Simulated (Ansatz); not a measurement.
Crystal: Al.

```
CELL_PARAMETERS angstrom
2.82708 0.00000 0.00000
-1.41354 2.44832 0.00000
0.00000 0.00000 9.18599
ATOMIC_POSITIONS crystal
Al 0.66667 0.33333 0.75000
Al 0.00000 0.00000 0.50000
Al 0.33333 0.66667 0.25000
Al 0.00000 0.00000 0.00000
```

This isn't the form of Al at room conditions, which is fcc.

Base run:

| Item | Value |
| --- | --- |
| Program | Ansatz 0.2.0 |
| Functional | PBEsol |
| Potentials or basis | all-electron LAPW, scalar-relativistic |
| Cutoff | 137 eV |
| Density cutoff | 550 eV |
| Basis error allowed | 0.001 eV/atom |
| k mesh | 11 × 11 × 3 |
| Occupations | fermi-dirac, width 0.05 eV |
| Spin | no spin polarisation |

Its results: pressure 2.0 GPa.

Task: The run is repeated on the same cell with these changes: functional from PBEsol to LDA; basis error allowed from 0.001 eV/atom to 0.002 eV/atom. What comes out?

Result: Pressure 0.0 GPa.

Not every run made on this cell is shown here.
